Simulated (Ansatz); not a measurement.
Geometry optimisation in Ansatz: input, command and trajectory.

```yaml
crystal:
  lattice:
    - [4.4197288504, 0.0, 0.0]
    - [0.0, 4.4197288504, 0.0]
    - [0.0, 0.0, 4.4197288504]
  atoms:
    - { symbol: Zn, position: [0.5, 0.0, 0.0] }
    - { symbol: Zn, position: [0.0, 0.5, 0.0] }
    - { symbol: Zn, position: [0.0, 0.0, 0.5] }
    - { symbol: Se, position: [0.0, 0.0, 0.0] }
basis:
  ecutwfc: 420
kpoints:
  mp_grid: { grid: [4, 4, 4] }
hamiltonian:
  xc: pbe
scf:
  occupations: { method: gaussian, width: 0.1 }
  lower_state_search: "off"
output:
  forces: true
  stress: true
  eigenvalues: true
relax:
  adjacent_minimum: "off"
  f_tol: 0.04
  max_steps: 70
  cell: { stress_tol: 0.4 }
```

```bash
ansatz run input.yaml --threads 1 --pin off --max-ram 2560MiB --backend cpu --events-out ev --progress --plain --runs-dir out
```

Method: DFT PBE, scalar-relativistic, plane waves, PAW in Ansatz 0.2.0.

Of 12 frames 10 are shown, positions in Å and forces in eV/Å; the SCF threshold varies from step to step. Steps run on the plane waves of an earlier cell, with a Pulay correction in the pressure. The basis is chosen afresh for the last frame, the zero of the energies, and at times for earlier ones too; energy and pressure step there, also at an unchanged geometry. Here that happened at step 7 (-57 meV/atom, 2.9 GPa); the frames before carry an error of that size. The mark taken_back stands on steps that the optimiser undid.

```xyz
4
Lattice="4.4197 0.0000 0.0000 0.0000 4.4197 0.0000 0.0000 0.0000 4.4197" Properties=species:S:1:pos:R:3:forces:R:3 pbc="T T T" step=1 free_energy_over_end_meV_per_atom=806.83 pressure_GPa=22.15
Zn    2.2099    0.0000    0.0000    0.0000    0.0000    0.0000
Zn    0.0000    2.2099    0.0000    0.0000    0.0000    0.0000
Zn    0.0000    0.0000    2.2099    0.0000    0.0000    0.0000
Se    0.0000    0.0000    0.0000    0.0000    0.0000    0.0000
4
Lattice="4.6352 0.0000 0.0000 0.0000 4.6352 0.0000 0.0000 0.0000 4.6352" Properties=species:S:1:pos:R:3:forces:R:3 pbc="T T T" step=2 free_energy_over_end_meV_per_atom=476.17 pressure_GPa=12.02
Zn    2.3176    0.0000    0.0000    0.0000    0.0000    0.0000
Zn    0.0000    2.3176    0.0000    0.0000    0.0000    0.0000
Zn    0.0000    0.0000    2.3176    0.0000    0.0000    0.0000
Se    0.0000    0.0000    0.0000    0.0000    0.0000    0.0000
4
Lattice="4.8507 0.0000 0.0000 0.0000 4.8507 0.0000 0.0000 0.0000 4.8507" Properties=species:S:1:pos:R:3:forces:R:3 pbc="T T T" step=3 free_energy_over_end_meV_per_atom=268.69 pressure_GPa=6.49
Zn    2.4253    0.0000    0.0000    0.0000    0.0000    0.0000
Zn    0.0000    2.4253    0.0000    0.0000    0.0000    0.0000
Zn    0.0000    0.0000    2.4253    0.0000    0.0000    0.0000
Se    0.0000    0.0000    0.0000    0.0000    0.0000    0.0000
4
Lattice="5.2871 0.0000 0.0000 0.0000 5.2871 0.0000 0.0000 0.0000 5.2871" Properties=species:S:1:pos:R:3:forces:R:3 pbc="T T T" step=5 free_energy_over_end_meV_per_atom=158.75 pressure_GPa=-3.26 taken_back
Zn    2.6435    0.0000    0.0000    0.0000    0.0000    0.0000
Zn    0.0000    2.6435    0.0000    0.0000    0.0000    0.0000
Zn    0.0000    0.0000    2.6435    0.0000    0.0000    0.0000
Se    0.0000    0.0000    0.0000    0.0000    0.0000    0.0000
4
Lattice="5.1670 0.0000 0.0000 0.0000 5.1670 0.0000 0.0000 0.0000 5.1670" Properties=species:S:1:pos:R:3:forces:R:3 pbc="T T T" step=6 free_energy_over_end_meV_per_atom=133.03 pressure_GPa=0.03
Zn    2.5835    0.0000    0.0000    0.0000    0.0000    0.0000
Zn    0.0000    2.5835    0.0000    0.0000    0.0000    0.0000
Zn    0.0000    0.0000    2.5835    0.0000    0.0000    0.0000
Se    0.0000    0.0000    0.0000    0.0000    0.0000    0.0000
4
Lattice="5.1670 0.0000 0.0000 0.0000 5.1670 0.0000 0.0000 0.0000 5.1670" Properties=species:S:1:pos:R:3:forces:R:3 pbc="T T T" step=7 free_energy_over_end_meV_per_atom=76.29 pressure_GPa=2.95
Zn    2.5835    0.0000    0.0000    0.0000    0.0000    0.0000
Zn    0.0000    2.5835    0.0000    0.0000    0.0000    0.0000
Zn    0.0000    0.0000    2.5835    0.0000    0.0000    0.0000
Se    0.0000    0.0000    0.0000    0.0000    0.0000    0.0000
4
Lattice="5.2720 0.0000 0.0000 0.0000 5.2720 0.0000 0.0000 0.0000 5.2720" Properties=species:S:1:pos:R:3:forces:R:3 pbc="T T T" step=8 free_energy_over_end_meV_per_atom=44.30 pressure_GPa=2.02
Zn    2.6360    0.0000    0.0000    0.0000    0.0000    0.0000
Zn    0.0000    2.6360    0.0000    0.0000    0.0000    0.0000
Zn    0.0000    0.0000    2.6360    0.0000    0.0000    0.0000
Se    0.0000    0.0000    0.0000    0.0000    0.0000    0.0000
4
Lattice="5.6490 0.0000 0.0000 0.0000 5.6490 0.0000 0.0000 0.0000 5.6490" Properties=species:S:1:pos:R:3:forces:R:3 pbc="T T T" step=10 free_energy_over_end_meV_per_atom=6.57 pressure_GPa=-0.65
Zn    2.8245    0.0000    0.0000    0.0000    0.0000    0.0000
Zn    0.0000    2.8245    0.0000    0.0000    0.0000    0.0000
Zn    0.0000    0.0000    2.8245    0.0000    0.0000    0.0000
Se    0.0000    0.0000    0.0000    0.0000    0.0000    0.0000
4
Lattice="5.5794 0.0000 0.0000 0.0000 5.5794 0.0000 0.0000 0.0000 5.5794" Properties=species:S:1:pos:R:3:forces:R:3 pbc="T T T" step=11 free_energy_over_end_meV_per_atom=1.90 pressure_GPa=-0.14
Zn    2.7897    0.0000    0.0000    0.0000    0.0000    0.0000
Zn    0.0000    2.7897    0.0000    0.0000    0.0000    0.0000
Zn    0.0000    0.0000    2.7897    0.0000    0.0000    0.0000
Se    0.0000    0.0000    0.0000    0.0000    0.0000    0.0000
4
Lattice="5.5794 0.0000 0.0000 0.0000 5.5794 0.0000 0.0000 0.0000 5.5794" Properties=species:S:1:pos:R:3:forces:R:3 pbc="T T T" step=12 free_energy_over_end_meV_per_atom=0.00 pressure_GPa=-0.11
Zn    2.7897    0.0000    0.0000    0.0000    0.0000    0.0000
Zn    0.0000    2.7897    0.0000    0.0000    0.0000    0.0000
Zn    0.0000    0.0000    2.7897    0.0000    0.0000    0.0000
Se    0.0000    0.0000    0.0000    0.0000    0.0000    0.0000
```

The start puts this composition into another compound's structure type, which needn't suit it. The cell swells from 21.6 to 43.4 Å³ an atom, so the end can be far from any stable crystal. At the end the space group is Pm-3m (tolerance 0.05 Å).

It took 47 s on 1 thread of Intel(R) Xeon(R) Platinum 8375C CPU @ 2.90GHz (Ice Lake), with other jobs on the host, peak memory 0.47 GiB.

The k mesh is coarse.